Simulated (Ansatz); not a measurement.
These are results of Ansatz 0.2.0, DFT PBE, scalar-relativistic, plane waves, PAW, not measurements. Settings: cutoff 420 eV, Γ-centred meshes spaced at most about 0.3 Å⁻¹, and about 0.25 Å⁻¹ or finer for metals (2π included), Gaussian smearing. Spin is collinear in cells that carry moments; the others ran without spin or lost their moments.

Temperature and zero-point effects are left out.

Task: Order these relaxed structures of Ti₄B by energy, lowest first, with the energy over the lowest of them.
1.
(no moments)
```
Ti B
1.0
    -2.70332    2.70332    2.70332
     2.70332   -2.70332    2.70332
     2.70332    2.70332   -2.70332
Ti B
4 1
Cartesian
  1.3517 1.3517 1.3517
  1.3517 1.3517 -1.3517
  1.3517 -1.3517 1.3517
  -1.3517 1.3517 1.3517
  0.0000 0.0000 0.0000
```

2.
(no moments)
```
Ti B
1.0
     4.39188    0.00000    0.00000
     0.00000    4.39188    0.00000
     0.00000    0.00000    4.39188
Ti B
4 1
Direct
  0.26990 0.26990 0.26990
  0.73010 0.73010 0.26990
  0.26990 0.73010 0.73010
  0.73010 0.26990 0.73010
  0.00000 0.00000 0.00000
```

3.
(no moments)
```
Ti B
1.0
    -3.84857    3.84857    1.45099
     3.84857   -3.84857    1.45099
     3.84857    3.84857   -1.45099
Ti B
4 1
Direct
  0.00000 0.72182 0.72182
  0.00000 0.27818 0.27818
  0.72182 0.00000 0.72182
  0.27818 0.00000 0.27818
  0.00000 0.00000 0.00000
```

4.
(parallel moments up to 0.8 μB)
```
Ti B
1.0
     4.36910    0.00000    0.00000
    -2.18455    3.78375    0.00000
     0.00000    0.00000    5.15842
Ti B
4 1
Direct
  0.33333 0.66667 0.50000
  0.66667 0.33333 0.50000
  0.33333 0.66667 0.00000
  0.66667 0.33333 0.00000
  0.00000 0.00000 0.50000
```

Result: 1 (0 meV/atom), 3 (207 meV/atom), 2 (228 meV/atom), 4 (756 meV/atom). Forms: cell 1 Im-3m; cell 3 I4/mmm; cell 2 P-43m; cell 4 P6/mmm. Counting Ti atoms around B (those within 1.25 times the shortest such distance or 1.15 times the sum of covalent radii): cell 1 has B 8; cell 3 has B 4; cell 2 has B 4; cell 4 has B 6. All come from invented guesses. Even the lowest of the cells shown lies +0.24 eV/atom against the elements.

For metals, differences of a few meV/atom aren't resolved. The magnetic state reached may not be the lowest. Cells relaxed within their symmetry can be saddle points. Some types were kept out of the candidates beforehand, so the set may lack a known form.
